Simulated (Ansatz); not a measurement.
The following input was run with Ansatz 0.2.0.

```yaml
crystal:
  lattice:
    - [0.0, 2.73125, 2.73125]
    - [2.73125, 0.0, 2.73125]
    - [2.73125, 2.73125, 0.0]
  atoms:
    - { symbol: Ca, position: [-0.0861620137, 0.0662627002, -0.0485235698] }
    - { symbol: F, position: [0.25, 0.25, 0.25] }
    - { symbol: F, position: [0.75, 0.75, 0.75] }
basis:
  ecutwfc: 420
kpoints:
  mp_grid: { grid: [8, 8, 8] }
hamiltonian:
  xc: pbe
scf:
  occupations: { method: gaussian, width: 0.02 }
output:
  forces: true
  stress: true
  eigenvalues: true
```

Launched with
```bash
ansatz run input.yaml --threads 1 --pin off --max-ram 1331MiB --backend cpu --events-out ev --progress --plain --runs-dir out
```

These are results of DFT PBE, scalar-relativistic, plane waves, PAW in Ansatz, not measurements.

Part of what the program printed, abridged (iterations and final results):

```
SCF iter   1: F=—  HF=-3439.480301 eV  |F-HF|=—  |Δ(HF+E_count)|=         —  Δρ=1.51e-3  dr2=6.12e-4  ethr=1.77e-3  ⟨swp⟩=7.1  Hψ=27149  notcnv=0
SCF iter   2: F=—  HF=-3439.481023 eV  |F-HF|=—  |Δ(HF+E_count)|=   7.22e-4  Δρ=1.77e-3  dr2=9.11e-4  ethr=2.55e-6  ⟨swp⟩=2.0  Hψ=10278  notcnv=0
SCF iter   3: F=—  HF=-3439.480819 eV  |F-HF|=—  |Δ(HF+E_count)|=   2.04e-4  Δρ=5.40e-4  dr2=9.42e-5  ethr=2.55e-6  ⟨swp⟩=2.0  Hψ=6442  notcnv=0
SCF iter   4: F=—  HF=-3439.480858 eV  |F-HF|=—  |Δ(HF+E_count)|=   3.88e-5  Δρ=9.96e-5  dr2=3.10e-6  ethr=3.93e-7  ⟨swp⟩=2.0  Hψ=6847  notcnv=0
SCF iter   5: F=—  HF=-3439.480859 eV  |F-HF|=—  |Δ(HF+E_count)|=   1.41e-6  Δρ=4.87e-5  dr2=7.44e-7  ethr=1.29e-8  ⟨swp⟩=2.0  Hψ=6336  notcnv=0
SCF iter   6: F=—  HF=-3439.480860 eV  |F-HF|=—  |Δ(HF+E_count)|=   8.39e-8  Δρ=2.43e-5  dr2=2.29e-7  ethr=3.10e-9  ⟨swp⟩=2.5  Hψ=5352  notcnv=0
SCF iter   7: F=-3439.480859 eV  HF=-3439.480859 eV  |F-HF|=3.24e-8  |Δ(HF+E_count)|=   6.02e-8  Δρ=9.62e-6  dr2=3.61e-8  ethr=4.17e-10  ⟨swp⟩=4.1  Hψ=13298  notcnv=0
SCF 1 converged in 7 iterations: F = -3439.480859 eV  dr2 = 3.61e-8
SCF converged after 7 iterations
Free energy (F): -3439.480859 eV
Harris-Foulkes:  -3439.480859 eV  (|F-HF|=3.24e-8)
Internal energy: -3439.480859 eV  (E = F + TS)
E sigma→0 (E₀):  -3439.480859 eV
Fermi energy:    6.913197 eV
--- Per-component energies (eV) ---
  E_band       = -186.525560
  E_kinetic    = 696.120864
  E_local      = -1818.142305  (includes V_loc(G=0)·N_el)
  E_nonlocal   = 210.561387
  E_hartree    = 650.675924
  E_xc         = -299.460870
  E_vxc        = -379.184204  (∫ρ·V_xc dr)
  E_paw        = -1259.911950  (= ΣΔE_a)
  E_vpaw       = -197.233155  (= ΣTr[D̂ρ^β])
  E_aug_tail   = 0.004109  (compensation charges beyond the density's cutoff)
  E_ewald      = -1619.328017
  E_smearing   =  0.000000  (= −TS)
--- Forces (eV/Å), atoms counted from 1 ---
  atom   1  Ca    -0.37745719     1.72936137     0.42201928
  atom   2  F      0.41027880    -0.89953852    -0.40874779
  atom   3  F     -0.03281570    -0.82985261    -0.01327842
--- Stress (GPa, compression-positive) ---
        9.014755      -1.324820      -0.347315
       -1.324820       5.365239       1.481052
       -0.347315       1.481052       8.984261
  P = ⅓ Tr σ = 7.7881 GPa (77.881 kbar)
--- Band table (eV; the first three rows and the last of 260) ---
  k-point 0: bands = ["-32.5167", "-16.7628", "-16.0077", "-13.5116", "-13.5005", "-13.3898", "1.2057", "1.2743", "1.2955", "2.8205", "2.9439", "2.9595", "10.4796", "12.5952", "13.2533", "14.3276"]
  k-point 1: bands = ["-32.5114", "-16.8040", "-16.0683", "-13.5173", "-13.4971", "-13.2949", "1.1479", "1.3362", "1.5134", "2.6830", "2.8722", "2.8815", "10.8695", "12.6449", "13.2137", "14.1756"]
  k-point 2: bands = ["-32.4984", "-16.8845", "-16.2258", "-13.5307", "-13.4587", "-13.1019", "1.2379", "1.4988", "1.8130", "2.3763", "2.6918", "2.7078", "11.7574", "12.7735", "13.1269", "13.9597"]
  k-point 259: bands = ["-32.4798", "-16.9520", "-16.4792", "-13.5478", "-13.4117", "-12.8348", "1.5878", "1.7842", "1.9613", "2.1610", "2.3654", "2.4074", "12.4076", "12.9865", "13.1095", "14.3515"]
```

The calculation finished and met its thresholds.